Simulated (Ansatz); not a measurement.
Runs of Ansatz 0.2.0 on MgO. The structure is hexagonal, space group P6_3mc (No. 186). The conventional cell has a = 3.308 Å, b = 3.308 Å, c = 4.983 Å, α = 90.00°, β = 90.00°, γ = 120.00°. Mg (site symmetry 3m) is surrounded by 4 O at 1.97 to 1.99 Å. O (site symmetry 3m) is surrounded by 4 Mg at 1.97 to 1.99 Å. Measurements of this composition are mostly on another form, of space group No. 225.

```csv
screening (1/Å),gap on the mesh (eV),pressure (GPa),largest force (eV/Å)
0.15,5.25,-0.6,0.03
0.1,(a),-0.6,0.03
0.3,4.84,(b),0.03
0.2,5.10,-0.6,0.03
```

Alike in all rows: task single point; level HSE06 form with a typed share of exact exchange; potentials or basis Ansatz PAW; no spin polarisation; cell as given; k mesh 5 × 5 × 3; cutoff (eV) 420; smearing fermi-dirac 0.05 eV; the mesh is coarse, so values aren't converged.

**Question.** Estimate the missing entries.

**Answer.** (a) 5.42; (b) -0.5.

Caveats: all runs use coarse meshes; odd divisions of the mesh miss points on the zone boundary, where band edges often lie, so the gap on the mesh can be too wide; the PAW data sets come from PBE, with cores solved anew for the run's functional, which leaves a small shift of forces and pressure; the thresholds are loose for stress.

